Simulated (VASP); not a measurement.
# WC (Qusongite) (P-6m2) in VASP: notebook

The runs below take WC (Qusongite) through band structure, with RPBE, revPBE, BLYP, PW91, PBE0.

Program: VASP 6.6.1. These are calculated values, not measurements. Logs are shortened: lines on timing, memory, paths and dates and some standing lists are left out, and cuts for length are marked.

**1. The structure**

It takes space group P-6m2 (No. 187, hexagonal). Conventional cell: a = 2.907 Å, b = 2.907 Å, c = 2.837 Å, α = 90.00°, β = 90.00°, γ = 120.00°. Around W (site symmetry -6m2) lie 6 C at 2.20 Å. C (site symmetry -6m2) is surrounded by 6 W at 2.20 Å.

**2. Band structure, RPBE**

POSCAR reads:

```
WC
1.0
    2.9065000000      0.0000000000      0.0000000000
   -1.4532500000      2.5171028361      0.0000000000
    0.0000000000      0.0000000000      2.8366000000
W C
1 1
Direct
    0.0000000000      0.0000000000      0.0000000000
    0.6666666667      0.3333333333      0.5000000000
```

INCAR.step1 reads:

```
SYSTEM = WC
PREC = Accurate ; ENCUT = 520
EDIFF = 1E-6 ; ISMEAR = -1
SIGMA = 0.05 ; LREAL = .FALSE.
LASPH = .TRUE. ; NELM = 60
ALGO = Fast ; ISIF = 2
LWAVE = .FALSE. ; LCHARG = .TRUE.
LMAXMIX = 4 ; GGA = RP
```

KPOINTS.step1 reads:

```
regular mesh
0
G
  10 10 9
  0 0 0
```

INCAR.step2 reads:

```
SYSTEM = WC
PREC = Accurate ; ENCUT = 520
EDIFF = 1E-6 ; ISMEAR = 0
SIGMA = 0.05 ; LREAL = .FALSE.
LASPH = .TRUE. ; NELM = 60
ALGO = Fast ; ISIF = 2
LWAVE = .FALSE. ; LCHARG = .FALSE.
LMAXMIX = 4 ; GGA = RP
ICHARG = 11
```

KPOINTS.step2 reads:

```
path GMKGALHA,LM,KH
15
line-mode
reciprocal
 0.0000000000  0.0000000000  0.0000000000  G
 0.5000000000  0.0000000000  0.0000000000  M

 0.5000000000  0.0000000000  0.0000000000  M
 0.3333333333  0.3333333333  0.0000000000  K

 0.3333333333  0.3333333333  0.0000000000  K
 0.0000000000  0.0000000000  0.0000000000  G

 0.0000000000  0.0000000000  0.0000000000  G
 0.0000000000  0.0000000000  0.5000000000  A

 0.0000000000  0.0000000000  0.5000000000  A
 0.5000000000  0.0000000000  0.5000000000  L

 0.5000000000  0.0000000000  0.5000000000  L
 0.3333333333  0.3333333333  0.5000000000  H

 0.3333333333  0.3333333333  0.5000000000  H
 0.0000000000  0.0000000000  0.5000000000  A

 0.5000000000  0.0000000000  0.5000000000  L
 0.5000000000  0.0000000000  0.0000000000  M

 0.3333333333  0.3333333333  0.0000000000  K
 0.3333333333  0.3333333333  0.5000000000  H
```

Potentials or basis: VASP PAW PBE potentials, release 64 (W_sv, C).

Started as:

```console
cat potpaw_PBE.64/W_sv/POTCAR potpaw_PBE.64/C/POTCAR > POTCAR
cp INCAR.step1 INCAR
cp KPOINTS.step1 KPOINTS
mpirun -np 1 vasp_std > vasp.out
cp INCAR.step2 INCAR
cp KPOINTS.step2 KPOINTS
mpirun -np 1 vasp_std > vasp.out
```

OUTCAR:

```text
SYSTEM = WC
   PREC = Accurate
   ENCUT = 520
   EDIFF = 1E-6
   ISMEAR = 0
   LREAL = .FALSE.
   LASPH = .TRUE.
   NELM = 60
   ISIF = 2
   GGA = RP
   ICHARG = 11

 ion  position               nearest neighbor table
   1  0.000  0.000  0.000-   2 2.20   2 2.20   2 2.20   2 2.20   2 2.20   2 2.20
   2  0.667  0.333  0.500-   1 2.20   1 2.20   1 2.20   1 2.20   1 2.20   1 2.20

  LATTYP: Found a hexagonal cell.
 ALAT       =     2.9065000000
 C/A-ratio  =     0.9759504559

  Lattice vectors:

 A1 = (   2.9065000000,   0.0000000000,   0.0000000000)
 A2 = (  -1.4532500000,   2.5171028361,   0.0000000000)
 A3 = (   0.0000000000,   0.0000000000,   2.8366000000)

Analysis of symmetry for initial positions (statically):
=====================================================================
 Subroutine PRICEL returns:
 Original cell was already a primitive cell.

 Routine SETGRP: Setting up the symmetry group for a
 hexagonal supercell.

 Subroutine GETGRP returns: Found 12 space group operations
 (whereof 12 operations were pure point group operations)
 out of a pool of 24 trial point group operations.

The static configuration has the point symmetry D_3h.

Analysis of symmetry for dynamics (positions and initial velocities):
=====================================================================
 Subroutine PRICEL returns:
 Original cell was already a primitive cell.

 Routine SETGRP: Setting up the symmetry group for a
 hexagonal supercell.

 Subroutine GETGRP returns: Found 12 space group operations
 (whereof 12 operations were pure point group operations)
 out of a pool of 24 trial point group operations.

The dynamic configuration has the point symmetry D_3h.

 Subroutine INISYM returns: Found 12 space group operations
 (whereof 12 operations are pure point group operations),
 and found     1 'primitive' translations

----------------------------------------------------------------------------------------

                                     Primitive cell

  volume of cell :      20.7525

  direct lattice vectors                    reciprocal lattice vectors
     2.906500000  0.000000000  0.000000000     0.344056425  0.198641070  0.000000000
    -1.453250000  2.517102836  0.000000000     0.000000000  0.397282139  0.000000000
     0.000000000  0.000000000  2.836600000     0.000000000  0.000000000  0.352534725

  length of vectors
     2.906500000  2.906500000  2.836600000     0.397282139  0.397282139  0.352534725

  position of ions in fractional coordinates (direct lattice)
     0.000000000  0.000000000  0.000000000
     0.666666667  0.333333333  0.500000000

  ion indices of the primitive-cell ions
   primitive index   ion index
                 1           1
                 2           2

----------------------------------------------------------------------------------------

 KPOINTS: path GMKGALHA,LM,KH

Interpolating k-points between supplied coordinates.

 Line segments in fractional coordinates (reciprocal lattice):
    0.000000  0.000000  0.000000  ...  0.500000  0.000000  0.000000
    0.500000  0.000000  0.000000  ...  0.333333  0.333333  0.000000
    0.333333  0.333333  0.000000  ...  0.000000  0.000000  0.000000
    0.000000  0.000000  0.000000  ...  0.000000  0.000000  0.500000
    0.000000  0.000000  0.500000  ...  0.500000  0.000000  0.500000
    0.500000  0.000000  0.500000  ...  0.333333  0.333333  0.500000
    0.333333  0.333333  0.500000  ...  0.000000  0.000000  0.500000
    0.500000  0.000000  0.500000  ...  0.500000  0.000000  0.000000
    0.333333  0.333333  0.000000  ...  0.333333  0.333333  0.500000

 Generated    15 points on each line segment, for a total of    135 k-points:

 Following reciprocal coordinates:
            Coordinates               Weight
  0.000000  0.000000  0.000000      0.007407
  0.035714  0.000000  0.000000      0.007407
  0.071429  0.000000  0.000000      0.007407
  0.107143  0.000000  0.000000      0.007407
  0.142857  0.000000  0.000000      0.007407
  0.178571  0.000000  0.000000      0.007407
[... 16 lines left out ...]
  0.416667  0.166667  0.000000      0.007407
  0.404762  0.190476  0.000000      0.007407
 [... further k-points ...]
   k-points           NKPTS =    135   k-points in BZ     NKDIM =    135   number of bands    NBANDS=     13
   number of dos      NEDOS =    301   number of ions     NIONS =      2
   total plane-waves  NPLWV =  13824
   dimension x,y,z NGX =    24 NGY =   24 NGZ =   24
   dimension x,y,z NGXF=    48 NGYF=   48 NGZF=   48
   ions per type =               1   1
   NGX,Y,Z   is equivalent  to a cutoff of  13.73, 13.73, 14.07 a.u.
   NGXF,Y,Z  is equivalent  to a cutoff of  27.46, 27.46, 28.13 a.u.
 SYSTEM =  WC
   PREC   = accura    normal or accurate (medium, high low for compatibility)
   ISTART =      0    job   : 0-new  1-cont  2-samecut
   ICHARG =     11    charge: 1-file 2-atom 10-const
   ISPIN  =      1    spin polarized calculation?
   LNONCOLLINEAR =      F non collinear calculations
   LSORBIT =      F    spin-orbit coupling
   LASPH  =      T    aspherical Exc in radial PAW
   ENCUT  =  520.0 eV  38.22 Ry    6.18 a.u.   5.40  5.40  5.27*2*pi/ulx,y,z
   NELM   =     60;   NELMIN=  2; NELMDL=  0     # of ELM steps
   EDIFF  = 0.1E-05   stopping-criterion for ELM
   LREAL  =      F    real-space projection
   EDIFFG = 0.1E-04   stopping-criterion for IOM
   NSW    =      0    number of steps for IOM
   IBRION =     -1    ionic relax: 0-MD 1-quasi-New 2-CG
   NFREE  =      0    steps in history (QN), initial steepest desc. (CG)
   ISIF   =      2    stress and relaxation
   ISYM   =      2    0-nonsym 1-usesym 2-fastsym
   POTIM  = 0.5000    time-step for ionic-motion
   TEBEG  =    0.0;   TEEND  =   0.0 temperature during run
   PSTRESS=    0.0 pullay stress
   NELECT =      18.0000    total number of electrons
   NUPDOWN=      -1.0000    fix difference up-down
   EMIN   =  10.00;   EMAX   =-10.00  energy-range for DOS
   EFERMI =   0.00;   METHOD = LEGACY
   ISMEAR =     0;   SIGMA  =   0.05  broadening in eV -4-tet -1-fermi 0-gaus
   EFERMI_NEDOS =   21; number of points for ismear=-14 and -15
   IALGO  =     68    algorithm
   IMIX   =      4    mixing-type and parameters
     AMIX     =   0.40;   BMIX     =  1.00
     AMIX_MAG =   1.60;   BMIX_MAG =  1.00
  volume/ion in A,a.u.               =      10.38        70.02
  Fermi-wavevector in a.u.,A,eV,Ry     =   1.561262  2.950358 33.164744  2.437540
  Thomas-Fermi vector in A             =   2.664353
   LORBIT       =      0    0 simple, 1 ext, 2 COOP (PROOUT), +10 PAW based schemes
   GGA     = RP    functional components
   LHFCALC =     F    Hartree Fock is set to
   AEXX    =    0.0000 exact exchange contribution
   IVDW    =     0    specifies the selected vdW correction
   LEPSILON=     F    determine dielectric tensor
   LRPA    =     F    only Hartree local field effects (RPA)
 non-spin polarized calculation
 RMM-DIIS sequential band-by-band and
 Gauss-broadening in eV      SIGMA  =   0.05
  energy-cutoff  :      520.00
  volume of cell :       20.75
 maximum number of plane-waves:       580
 NGX is ok and might be reduce to    24

 number of electron      18.0000000 magnetization

 Free energy of the ion-electron system (eV)
  ---------------------------------------------------
  ext. energy  EPLUGINS =         0.00000000
  ---------------------------------------------------
  free energy    TOTEN  =       -20.42606802 eV

  energy without entropy =      -20.42431577  energy(sigma->0) =      -20.42519190

 E-fermi :  11.4456     XC(G=0): -13.7524

 val. band max:       11.4239981297   @ k =   0.5000   0.0000   0.4643
 cond. band min:      11.4457889765   @ k =   0.5000   0.0000   0.5000
 fundamental gap:      0.0217908468
 Fermi energy:        11.4455798088

 k-point     1 :       0.0000    0.0000    0.0000
  band No.  band energies     occupation
      1     -62.8601      2.00000
      2     -26.8380      2.00000
      3     -26.7335      2.00000
      4     -26.7335      2.00000
      5      -3.3293      2.00000
      6       6.8585      2.00000
      7       7.8405      2.00000
      8       7.8405      2.00000
      9      11.2576      2.00000
     10      14.4157      0.00000
     11      14.4158      0.00000
     12      16.8129      0.00000
     13      16.8130      0.00000

 k-point     2 :       0.0357    0.0000    0.0000
  band No.  band energies     occupation
      1     -62.8593      2.00000
      2     -26.8366      2.00000
      3     -26.7443      2.00000
      4     -26.7359      2.00000
      5      -3.2956      2.00000
      6       6.8730      2.00000
      7       7.7875      2.00000
      8       7.8720      2.00000
      9      11.1459      2.00000
     10      14.4034      0.00000
     11      14.5392      0.00000
     12      16.7376      0.00000
     13      16.7882      0.00000

 k-point     3 :       0.0714    0.0000    0.0000
  band No.  band energies     occupation
      1     -62.8572      2.00000
      2     -26.8325      2.00000
      3     -26.7759      2.00000
      4     -26.7431      2.00000
      5      -3.1954      2.00000
      6       6.9011      2.00000
      7       7.6522      2.00000
      8       7.9656      2.00000
      9      10.8566      2.00000
     10      14.3670      0.00000
     11      14.8617      0.00000
     12      16.5290      0.00000
     13      16.7170      0.00000

 k-point     4 :       0.1071    0.0000    0.0000
  band No.  band energies     occupation
      1     -62.8537      2.00000
      2     -26.8266      2.00000
      3     -26.8260      2.00000
      4     -26.7546      2.00000
      5      -3.0321      2.00000
      6       6.8736      2.00000
      7       7.5240      2.00000
      8       8.1182      2.00000
      9      10.4720      2.00000
     10      14.3091      0.00000
     11      15.2959      0.00000
     12      16.2198      0.00000
     13      16.6074      0.00000

 k-point     5 :       0.1429    0.0000    0.0000
  band No.  band energies     occupation
      1     -62.8491      2.00000
      2     -26.8934      2.00000
      3     -26.8172      2.00000
      4     -26.7698      2.00000
      5      -2.8110      2.00000
      6       6.6854      2.00000
      7       7.5295      2.00000
      8       8.3247      2.00000
      9      10.0520      2.00000
     10      14.2333      0.00000
     11      15.7730      0.00000
     12      15.8497      0.00000
     13      16.4712      0.00000
[... 257 lines left out ...]
 k-point    22 :       0.4286    0.1429    0.0000
  band No.  band energies     occupation
      1     -62.7992      2.00000
      2     -27.4945      2.00000
      3     -27.0225      2.00000
      4     -26.7220      2.00000
      5       0.2688      2.00000
      6       4.2577      2.00000
      7       7.3662      2.00000
      8       7.6278      2.00000
      9      10.8781      2.00000
     10      12.7059      0.00000
     11      14.6287      0.00000
     12      15.6556      0.00000
     13      19.1175      0.00000

 k-point    23 :       0.4167    0.1667    0.0000
  band No.  band energies     occupation
      1     -62.7985      2.00000
      2     -27.4775      2.00000
      3     -27.0544      2.00000
      4     -26.7205      2.00000
      5       0.3484      2.00000
      6       4.3051      2.00000
      7       7.2664      2.00000
      8       7.6477      2.00000
      9      10.9877      2.00000
     10      12.5149      0.00000
     11      14.3873      0.00000
     12      15.4824      0.00000
     13      19.3791      0.00000

 k-point    24 :       0.4048    0.1905    0.0000
  band No.  band energies     occupation
      1     -62.7977      2.00000
      2     -27.4582      2.00000
      3     -27.0887      2.00000
      4     -26.7190      2.00000
      5       0.4304      2.00000
      6       4.3575      2.00000
      7       7.1510      2.00000
      8       7.6670      2.00000
      9      11.1306      2.00000
     10      12.3367      0.00000
     11      14.1542      0.00000
     12      15.2922      0.00000
     13      19.6268      0.00000

 [... further k-points ...]
[... 5 lines left out ...]
  --------------------------------------------------------------------------------------
  -------------------------------------------------------------------------------------
  Total        1.8507343      1.8507343      4.8552906      0.0000000      0.0000000      0.0000000
  in kB      142.8845512    142.8845512    374.8490629      0.0000000      0.0000000      0.0000000
  external PRESSURE =     220.2060551 kB  Pullay stress =       0.0000000 kB

 VOLUME and BASIS-vectors are now :
 -----------------------------------------------------------------------------
  energy-cutoff  :      520.00
  volume of cell :       20.75
      direct lattice vectors                 reciprocal lattice vectors
     2.906500000  0.000000000  0.000000000     0.344056425  0.198641070  0.000000000
    -1.453250000  2.517102836  0.000000000     0.000000000  0.397282139  0.000000000
     0.000000000  0.000000000  2.836600000     0.000000000  0.000000000  0.352534725

 POSITION                                       TOTAL-FORCE (eV/Angst)
 -----------------------------------------------------------------------------------
      0.00000      0.00000      0.00000         0.000000      0.000000      0.000000
      1.45325      0.83903      1.41830        -0.000000      0.000000      0.000000
 -----------------------------------------------------------------------------------
    total drift:                               -0.000003      0.000002      0.000000

  FREE ENERGIE OF THE ION-ELECTRON SYSTEM (eV)
  ---------------------------------------------------
  free  energy   TOTEN  =       -20.4260680226 eV

  energy  without entropy=      -20.4243157696  energy(sigma->0) =      -20.42519190
```

It took 19 s on 1 thread of Intel Xeon Platinum 8488C (Sapphire Rapids), shared host; peak memory 0.16 GiB.

What came out:

```
Band gap along the path : none (metal or under the smearing width)
```

Levels at the corners of the path, in eV from the Fermi level:
```
point  band 7  band 8  band 9  band 10  band 11  band 12
    Γ   -3.33   -3.33    0.08     3.24     3.24     5.64
    M   -3.62   -3.57   -0.48     2.35     4.54     4.90
    M   -3.62   -3.57   -0.48     2.35     4.54     4.90
    K   -4.57   -3.45    0.62     0.98     2.06     3.21
    K   -4.57   -3.45    0.62     0.98     2.06     3.21
    Γ   -3.33   -3.33    0.08     3.24     3.24     5.64
    Γ   -3.33   -3.33    0.08     3.24     3.24     5.64
    A   -2.02   -2.02   -0.58    -0.58     3.67     4.53
    A   -2.02   -2.02   -0.58    -0.58     3.67     4.53
    L   -4.32   -4.22    0.27     4.44     5.31     6.62
    L   -4.32   -4.22    0.27     4.44     5.31     6.62
    H   -5.41   -1.63   -0.65     4.41     6.37     7.61
    H   -5.41   -1.63   -0.65     4.41     6.37     7.61
    A   -2.02   -2.02   -0.58    -0.58     3.67     4.53
    L   -4.32   -4.22    0.27     4.44     5.31     6.62
    M   -3.62   -3.57   -0.48     2.35     4.54     4.90
    K   -4.57   -3.45    0.62     0.98     2.06     3.21
    H   -5.41   -1.63   -0.65     4.41     6.37     7.61
```

Caveat: the log is that of the step along the path at fixed density, whose energy, stress, charges and moments have no meaning; the PAW data sets were made with another functional, which shifts forces and pressure a little; spin-orbit coupling is left out, which moves the levels of the heavy elements.

(Continued in part 2 of 2.)
